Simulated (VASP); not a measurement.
# Ca: intraband terms of a metal's spectrum

Ca, Immm (no. 71), 1 atom in the cell. PBE, independent-particle dielectric function; PAW potentials Ca_sv (PBE set).

## Input

INCAR.step1:
```
PREC = Accurate ; ENCUT = 310
ISMEAR = 1 ; SIGMA = 0.1
EDIFF = 1E-7 ; LASPH = T
KPAR = 4 ; LWAVE = F
LCHARG = T ; LMAXMIX = 4
```

INCAR.step2:
```
PREC = Accurate ; ENCUT = 310
ISMEAR = 0 ; SIGMA = 0.3
EDIFF = 1E-6 ; LASPH = T
KPAR = 4 ; LWAVE = T
LCHARG = F ; LMAXMIX = 4
ICHARG = 11 ; NBANDS = 19
NEDOS = 3000 ; OMEGAMAX = 30
CSHIFT = 0.1
```

INCAR.step3, as INCAR.step2 but for:
```
- LWAVE = T
+ LWAVE = F
+ LOPTICS = T
+ ALGO = None
+ NELM = 1
+ ISTART = 1
```

INCAR.step4, as INCAR.step3 but for:
```
+ WPLASMAI = 0.03
```

INCAR.step5 to INCAR.step6 change the same tag again: WPLASMAI = 0.1, 0.3.

INCAR.step7, as INCAR.step6 but for:
```
- WPLASMAI = 0.3
+ RTIME = 40
```

INCAR.step8, as INCAR.step7 but for:
```
- RTIME = 40
+ RTIME = 1
```

INCAR.step9, as INCAR.step8 but for:
```
- RTIME = 1
+ LNABLA = T
```

INCAR.step10, as INCAR.step9 but for:
```
- ISMEAR = 0
- LNABLA = T
+ ISMEAR = -5
```

KPOINTS.step1:
```
k-points
0
Gamma
  9 9 9
```

KPOINTS.step2:
```
k-points
0
Gamma
  14 14 14
```

POSCAR:
```
Ca
1.0
   -2.0964874600      2.1017318100      2.4453524600
    2.0964874600     -2.1017318100      2.4453524600
    2.0964874600      2.1017318100     -2.4453524600
Ca
1
Direct
    0.5000000000      0.5000000000      0.0000000000
```

Commands (each step's output is kept before the next begins):
```
cat potpaw_PBE.64/Ca_sv/POTCAR > POTCAR
cp INCAR.step1 INCAR
cp KPOINTS.step1 KPOINTS
mpirun -np 4 vasp_std > vasp.out
cp INCAR.step2 INCAR
cp KPOINTS.step2 KPOINTS
mpirun -np 4 vasp_std > vasp.out
cp INCAR.step3 INCAR
mpirun -np 4 vasp_std > vasp.out
cp INCAR.step4 INCAR
mpirun -np 4 vasp_std > vasp.out
cp INCAR.step5 INCAR
mpirun -np 4 vasp_std > vasp.out
cp INCAR.step6 INCAR
mpirun -np 4 vasp_std > vasp.out
cp INCAR.step7 INCAR
mpirun -np 4 vasp_std > vasp.out
cp INCAR.step8 INCAR
mpirun -np 4 vasp_std > vasp.out
cp INCAR.step9 INCAR
mpirun -np 4 vasp_std > vasp.out
cp INCAR.step10 INCAR
mpirun -np 4 vasp_std > vasp.out
```

## Result

- Bands: 19

One ground state, settings moved in the last step alone:

| Settings | Plasma frequency (eV) | Im ε at 0.5 eV | Im ε at 1 eV | Im ε at 2 eV | Im ε at 4 eV | Time (s) |
|---|---|---|---|---|---|---|
| interband part alone | 4.12 | 39.5 | 18.7 | 3.9 | 2.5 | 8 |
| Drude term, WPLASMAI 0.03 | 4.12 | 43.6 | 19.2 | 4.0 | 2.5 | 8 |
| Drude term, WPLASMAI 0.1 | 4.12 | 52.6 | 20.4 | 4.1 | 2.5 | 8 |
| Drude term, WPLASMAI 0.3 | 4.12 | 69.5 | 23.4 | 4.6 | 2.5 | 8 |
| relaxation time RTIME 40 fs | 4.12 | 41.7 | 19.0 | 4.0 | 2.5 | 8 |
| relaxation time RTIME 1 fs | 4.12 | 72.2 | 26.5 | 5.2 | 2.6 | 8 |
| transversal form (LNABLA) | 4.07 | 38.6 | 18.3 | 3.8 | 2.4 | 7 |
| tetrahedron method | – | – | – | – | – | no result |

VASP 6.6.1 took 75 s on 4 cores (Intel Xeon Platinum 8375C @ 2.90GHz (Ice Lake)), a shared host.
